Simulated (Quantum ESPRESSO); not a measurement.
# P (Cmce) in Quantum ESPRESSO: convergence with k mesh

Aim: find how far k mesh must go before the results for P settle, at PBE. This setting moves, with any that are tied to it; all else stays.

Program: Quantum ESPRESSO 7.5. These are calculated values, not measurements. Logs are shortened: lines on timing, memory, paths and dates and some standing lists are left out, and cuts for length are marked.

**1. The crystal as given**

The structure is orthorhombic, space group Cmce (No. 64). The conventional cell has a = 3.295 Å, b = 10.930 Å, c = 4.544 Å, α = 90.00°, β = 90.00°, γ = 90.00°. Around P (site symmetry m) lie 3 P at 2.20 to 2.25 Å.

**2. With k mesh 1 × 1 × 1**

File pw.in:

```
&CONTROL
  calculation = 'scf'
  prefix = 'pwscf'
  outdir = './tmp'
  pseudo_dir = './pseudo'
  tprnfor = .true.
  tstress = .true.
  disk_io = 'nowf'
/
&SYSTEM
  ibrav = 0
  nat = 4
  ntyp = 1
  ecutwfc = 44
  nbnd = 16
  occupations = 'smearing'
  smearing = 'fd'
  degauss = 0.00367493
/
&ELECTRONS
  conv_thr = 8d-10
  electron_maxstep = 120
  mixing_beta = 0.5
/
ATOMIC_SPECIES
P     30.9738 P.upf
CELL_PARAMETERS angstrom
   1.6477431241   -5.4650377251    0.0000000000
   1.6477431241    5.4650377251    0.0000000000
   0.0000000000    0.0000000000    4.5436355900
ATOMIC_POSITIONS crystal
P      0.9041431300    0.0958568700    0.5888151700
P      0.0958568700    0.9041431300    0.4111848300
P      0.5958568700    0.4041431300    0.0888151700
P      0.4041431300    0.5958568700    0.9111848300
K_POINTS automatic
1 1 1 0 0 0
```

Potentials or basis: PseudoDojo 0.5 SR PBE stringent.

Launch:

```bash
> OMP_NUM_THREADS=1 pw.x -in pw.in > pw.out
```

It took 1.4 s on 1 thread of Arm Neoverse V2, shared host; peak memory 0.05 GiB.

Results:

| Quantity | Value |
| --- | --- |
| Free energy | -748.8202 eV |
| Pressure | 7.9 GPa |
| Largest force | 2.894 eV/Å |
| Band gap on the k mesh | 1.73 eV, direct |

**3. With k mesh 2 × 2 × 2**

Edit pw.in of step 2 so:

```diff
@@ -36,2 +36,2 @@
 K_POINTS automatic
-1 1 1 0 0 0
+2 2 2 0 0 0
```

Potentials or basis: PseudoDojo 0.5 SR PBE stringent.

Launch:

```bash
> OMP_NUM_THREADS=1 pw.x -in pw.in > pw.out
```

Run time: 5.8 s. Hardware: 1 thread of Arm Neoverse V2, shared host; peak memory 0.05 GiB.

Results:

```yaml
Free_energy: -752.4983 eV
Pressure: 4.0 GPa
Largest_force: 0.646 eV/Å
```

**4. With k mesh 4 × 4 × 3**

Edit pw.in of step 3 so:

```diff
@@ -36,2 +36,2 @@
 K_POINTS automatic
-2 2 2 0 0 0
+4 4 3 0 0 0
```

Launch:

```bash
> OMP_NUM_THREADS=1 pw.x -in pw.in > pw.out
```

It took 13 s on 1 thread of Arm Neoverse V2, shared host; peak memory 0.06 GiB.

What came out:

| Property | Result |
| --- | --- |
| Free energy | -753.5713 eV |
| Pressure | 2.3 GPa |
| Largest force | 0.325 eV/Å |
| Band gap on the k mesh | 0.09 eV, direct |

**5. With k mesh 5 × 5 × 4**

Edit pw.in of step 4 so:

```diff
@@ -36,2 +36,2 @@
 K_POINTS automatic
-4 4 3 0 0 0
+5 5 4 0 0 0
```

Launch:

```bash
> OMP_NUM_THREADS=1 pw.x -in pw.in > pw.out
```

Wall time 23 s (1 thread of Arm Neoverse V2, shared host); peak memory 0.07 GiB.

What came out:

| Property | Result |
| --- | --- |
| Free energy | -753.6628 eV |
| Pressure | 2.2 GPa |
| Largest force | 0.347 eV/Å |
| Band gap on the k mesh | 0.44 eV, direct |

**6. With k mesh 6 × 6 × 4**

Edit pw.in of step 5 so:

```diff
@@ -36,2 +36,2 @@
 K_POINTS automatic
-5 5 4 0 0 0
+6 6 4 0 0 0
```

Potentials or basis: PseudoDojo 0.5 SR PBE stringent.

Launch:

```bash
> OMP_NUM_THREADS=1 pw.x -in pw.in > pw.out
```

It took 34 s on 1 thread of Arm Neoverse V2, shared host; peak memory 0.07 GiB.

It converged, with:

```
Free energy            : -753.6820 eV
Pressure               : 2.1 GPa
Largest force          : 0.358 eV/Å
Band gap on the k mesh : 0.09 eV, direct
```

**7. With k mesh 7 × 7 × 5**

Edit pw.in of step 6 so:

```diff
@@ -36,2 +36,2 @@
 K_POINTS automatic
-6 6 4 0 0 0
+7 7 5 0 0 0
```

Launch:

```bash
> OMP_NUM_THREADS=1 pw.x -in pw.in > pw.out
```

Wall time 45 s (1 thread of Arm Neoverse V2, shared host); peak memory 0.08 GiB.

The run converged. Its results:

```yaml
Free_energy: -753.6924 eV
Pressure: 2.1 GPa
Largest_force: 0.351 eV/Å
Band_gap_on_the_k_mesh: 0.28 eV, direct
```

**8. With k mesh 8 × 8 × 6**

Edit pw.in of step 7 so:

```diff
@@ -36,2 +36,2 @@
 K_POINTS automatic
-7 7 5 0 0 0
+8 8 6 0 0 0
```

Launch:

```bash
> OMP_NUM_THREADS=1 pw.x -in pw.in > pw.out
```

It took 73 s on 1 thread of Arm Neoverse V2, shared host; peak memory 0.1 GiB.

It converged, with:

```yaml
Free_energy: -753.6968 eV
Pressure: 2.1 GPa
Largest_force: 0.353 eV/Å
Band_gap_on_the_k_mesh: 0.09 eV, direct
```

**9. With k mesh 10 × 10 × 7**

Edit pw.in of step 8 so:

```diff
@@ -36,2 +36,2 @@
 K_POINTS automatic
-8 8 6 0 0 0
+10 10 7 0 0 0
```

Potentials or basis: PseudoDojo 0.5 SR PBE stringent.

Launch:

```bash
> OMP_NUM_THREADS=1 pw.x -in pw.in > pw.out
```

Run time: 1.9 min. Hardware: 1 thread of Arm Neoverse V2, shared host; peak memory 0.13 GiB.

It converged, with:

* Free energy: -753.6992 eV
* Pressure: 2.1 GPa
* Largest force: 0.354 eV/Å
* Band gap on the k mesh: 0.09 eV, direct

**10. With k mesh 11 × 11 × 8**

Edit pw.in of step 9 so:

```diff
@@ -36,2 +36,2 @@
 K_POINTS automatic
-10 10 7 0 0 0
+11 11 8 0 0 0
```

Potentials or basis: PseudoDojo 0.5 SR PBE stringent.

Launch:

```bash
> OMP_NUM_THREADS=1 pw.x -in pw.in > pw.out
```

pw.out:

```text
This program is part of the open-source Quantum ESPRESSO suite
     for quantum simulation of materials; please cite
         "P. Giannozzi et al., J. Phys.:Condens. Matter 21 395502 (2009);
         "P. Giannozzi et al., J. Phys.:Condens. Matter 29 465901 (2017);
         "P. Giannozzi et al., J. Chem. Phys. 152 154105 (2020);
     in publications or presentations arising from this work. More details at

     Message from routine setup:
     using ibrav=0 with symmetry is DISCOURAGED, use correct ibrav instead

     G-vector sticks info
     --------------------
     sticks:   dense  smooth     PW     G-vecs:    dense   smooth      PW
     Sum         899     899    295                21763    21763    4115

     Using Slab Decomposition

     bravais-lattice index     =            0
     lattice parameter (alat)  =      10.7866  a.u.
     unit-cell volume          =     552.2208 (a.u.)^3
     number of atoms/cell      =            4
     number of atomic types    =            1
     number of electrons       =        20.00
     number of Kohn-Sham states=           16
     kinetic-energy cutoff     =      44.0000  Ry
     charge density cutoff     =     176.0000  Ry
     scf convergence threshold =      8.0E-10
     mixing beta               =       0.5000
     number of iterations used =            8  plain     mixing
     Exchange-correlation= PBE
                           (   1   4   3   4   0   0   0)

     celldm(1)=  10.786628  celldm(2)=   0.000000  celldm(3)=   0.000000
     celldm(4)=   0.000000  celldm(5)=   0.000000  celldm(6)=   0.000000

     crystal axes: (cart. coord. in units of alat)
               a(1) = (   0.288671  -0.957428   0.000000 )
               a(2) = (   0.288671   0.957428   0.000000 )
               a(3) = (   0.000000   0.000000   0.796007 )

     reciprocal axes: (cart. coord. in units 2 pi/alat)
               b(1) = (  1.732078 -0.522232  0.000000 )
               b(2) = (  1.732078  0.522232 -0.000000 )
               b(3) = ( -0.000000  0.000000  1.256271 )

     PseudoPot. # 1 for P  read from file:
     P.upf
     Pseudo is Norm-conserving + core correction, Zval =  5.0
     Generated using ONCVPSP code by D. R. Hamann
     Using radial grid of 1298 points,  6 beta functions with:
                l(1) =   0
                l(2) =   0
                l(3) =   1
                l(4) =   1
                l(5) =   2
                l(6) =   2

     atomic species   valence    mass     pseudopotential
     P                 5.00    30.97380     P ( 1.00)

      8 Sym. Ops., with inversion, found ( 4 have fractional translation)

   Cartesian axes

     site n.     atom                  positions (alat units)
         1        P      tau(   1) = (   0.2886707  -0.7738763   0.4687007  )
         2        P      tau(   2) = (   0.2886707   0.7738763   0.3273058  )
         3        P      tau(   3) = (   0.2886707  -0.1835522   0.0706975  )
         4        P      tau(   4) = (   0.2886707   0.1835522   0.7253091  )

     number of k points=   180  Fermi-Dirac smearing, width (Ry)=  0.0037

     Number of k-points >= 100: set verbosity='high' to print them.

     Dense  grid:    21763 G-vectors     FFT dimensions: (  48,  48,  40)

     Initial potential from superposition of free atoms

     starting charge      19.9994, renormalised to      20.0000
     Starting wfcs are   16 randomized atomic wfcs

     Self-consistent Calculation

     iteration #  1     ecut=    44.00 Ry     beta= 0.50
     Davidson diagonalization with overlap
     ethr =  1.00E-02,  avg # of iterations =  4.4

     Threshold (ethr) on eigenvalues was too large:
     Diagonalizing with lowered threshold

     Davidson diagonalization with overlap
     ethr =  2.82E-04,  avg # of iterations =  5.0

     total energy              =     -55.39566658 Ry
     estimated scf accuracy    <       0.06059203 Ry

     iteration #  2     ecut=    44.00 Ry     beta= 0.50
     Davidson diagonalization with overlap
     ethr =  3.03E-04,  avg # of iterations =  1.0

     total energy              =     -55.39534984 Ry
     estimated scf accuracy    <       0.01142721 Ry

     iteration #  3     ecut=    44.00 Ry     beta= 0.50
     Davidson diagonalization with overlap
     ethr =  5.71E-05,  avg # of iterations =  2.7

     total energy              =     -55.39582752 Ry
     estimated scf accuracy    <       0.00018513 Ry

     iteration #  4     ecut=    44.00 Ry     beta= 0.50
     Davidson diagonalization with overlap
     c_bands:  1 eigenvalues not converged
     c_bands:  1 eigenvalues not converged
     ethr =  9.26E-07,  avg # of iterations =  6.9

     total energy              =     -55.39590535 Ry
     estimated scf accuracy    <       0.00001409 Ry

     iteration #  5     ecut=    44.00 Ry     beta= 0.50
     Davidson diagonalization with overlap
     ethr =  7.05E-08,  avg # of iterations =  2.2

     total energy              =     -55.39590726 Ry
     estimated scf accuracy    <       0.00000235 Ry

     iteration #  6     ecut=    44.00 Ry     beta= 0.50
     Davidson diagonalization with overlap
     ethr =  1.17E-08,  avg # of iterations =  2.1

     total energy              =     -55.39590771 Ry
     estimated scf accuracy    <       0.00000033 Ry

     iteration #  7     ecut=    44.00 Ry     beta= 0.50
     Davidson diagonalization with overlap
     ethr =  1.67E-09,  avg # of iterations =  1.8

     total energy              =     -55.39590775 Ry
     estimated scf accuracy    <       0.00000002 Ry

     iteration #  8     ecut=    44.00 Ry     beta= 0.50
     Davidson diagonalization with overlap
     ethr =  9.05E-11,  avg # of iterations =  3.7

     total energy              =     -55.39590776 Ry
     estimated scf accuracy    <       0.00000001 Ry

     iteration #  9     ecut=    44.00 Ry     beta= 0.50
     Davidson diagonalization with overlap
     ethr =  5.13E-11,  avg # of iterations =  2.0

     End of self-consistent calculation

     Number of k-points >= 100: set verbosity='high' to print the bands.

     the Fermi energy is     6.9084 ev

!    total energy              =     -55.39590776 Ry
     estimated scf accuracy    <          6.9E-10 Ry
     smearing contrib. (-TS)   =      -0.00002838 Ry
     internal energy E=F+TS    =     -55.39587938 Ry

     The total energy is F=E-TS. E is the sum of the following terms:
     one-electron contribution =       3.15113767 Ry
     hartree contribution      =       7.32100380 Ry
     xc contribution           =     -16.38962306 Ry
     ewald contribution        =     -49.47839779 Ry

     convergence has been achieved in   9 iterations

     Forces acting on atoms (cartesian axes, Ry/au):

     atom    1 type  1   force =     0.00000000    0.00712583   -0.01175436
     atom    2 type  1   force =    -0.00000000   -0.00712583    0.01175436
     atom    3 type  1   force =    -0.00000000   -0.00712583   -0.01175436
     atom    4 type  1   force =    -0.00000000    0.00712583    0.01175436

     Total force =     0.027491     Total SCF correction =     0.000060

     Computing stress (Cartesian axis) and pressure

          total   stress  (Ry/bohr**3)                   (kbar)     P=       20.53
   0.00012255   0.00000000   0.00000000           18.03        0.00        0.00
   0.00000000   0.00014147   0.00000000            0.00       20.81        0.00
   0.00000000   0.00000000   0.00015476            0.00        0.00       22.77

=------------------------------------------------------------------------------=
   JOB DONE.
=------------------------------------------------------------------------------=
```

Wall time 2.7 min (1 thread of Arm Neoverse V2, shared host); peak memory 0.17 GiB.

What came out:

- Free energy: -753.6997 eV
- Pressure: 2.1 GPa
- Largest force: 0.353 eV/Å
- Band gap on the k mesh: 0.17 eV, direct

**11. The series at a glance**

```csv
k mesh,"energy less the tightest run, at zero smearing (meV/atom)",pressure (GPa),largest force (eV/Å),gap on the mesh (eV),SCF cycles,CPU time (s),peak memory (GiB)
1 × 1 × 1,1219.84,7.89,2.894,1.732,9,1.4,0.05
2 × 2 × 2,302.27,4.04,0.646,-,9,5.8,0.05
4 × 4 × 3,32.38,2.25,0.325,0.090,9,13,0.06
5 × 5 × 4,9.21,2.17,0.347,0.437,9,23,0.07
6 × 6 × 4,4.52,2.12,0.358,0.093,9,34,0.07
7 × 7 × 5,1.85,2.08,0.351,0.283,10,45,0.08
8 × 8 × 6,0.74,2.06,0.353,0.094,9,73,0.1
10 × 10 × 7,0.15,2.06,0.354,0.094,10,120,0.13
11 × 11 × 8,0.00,2.05,0.353,0.175,9,160,0.17
```

Against the tightest run, the energy stays within 1 meV/atom from 8 × 8 × 6 on; the pressure stays within 0.1 GPa from 6 × 6 × 4 on; the largest force stays within 0.005 eV/Å from 6 × 6 × 4 on. Not settled before the last step: the gap on the mesh (to 0.01 eV). Meshes of other sizes hit other points, so gaps and Fermi surfaces needn't settle smoothly. The tightest run that finished is the yardstick and may itself not be fully converged.

Caveats: an odd mesh through Γ misses points on the zone boundary, where band edges often lie.
